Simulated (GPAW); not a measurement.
GaAs:

```
CELL_PARAMETERS angstrom
0.00000 2.82685 2.82685
2.82685 0.00000 2.82685
2.82685 2.82685 0.00000
ATOMIC_POSITIONS crystal
As 0.75000 0.75000 0.75000
Ga 0.00000 0.00000 0.00000
```

| Property | Result |
| --- | --- |
| Program | GPAW 26.7.0 |
| Task | single point |
| Functional | PBE |
| Potentials or basis | GPAW PAW data sets (gpaw-data 1.2.1) |
| Cutoff | 600 eV |
| Basis | pw |
| k mesh | 8 × 8 × 8 |
| Occupations | fermi-dirac, width 0.05 eV |
| Spin | no spin polarisation |

On this cell: pressure 4.3 GPa; largest force zero by symmetry; band gap on the k mesh 0.59 eV, direct.

The same run follows on a disturbed copy (atoms moved at random, drawn with an rms of 0.05 Å):

```
As Ga
1.0
     0.00000    2.82685    2.82685
     2.82685    0.00000    2.82685
     2.82685    2.82685    0.00000
As Ga
1 1
Direct
  0.75791 0.73978 0.75942
  0.00965 0.00933 0.97945
```

Q: What does the disturbed cell give?

A: The energy moves by +25.7 meV/atom; pressure 4.7 GPa; largest force 0.955 eV/Å; band gap on the k mesh 0.26 eV, direct.

Forces on the atoms (eV/Å):
```
As  -0.161 -0.764  0.550
Ga   0.161  0.764 -0.550
```

Stress tensor (GPa, compression positive):
```
 4.78 -1.74  2.41
-1.74  4.54  0.55
 2.41  0.55  4.66
```

A k mesh can miss the band edges.
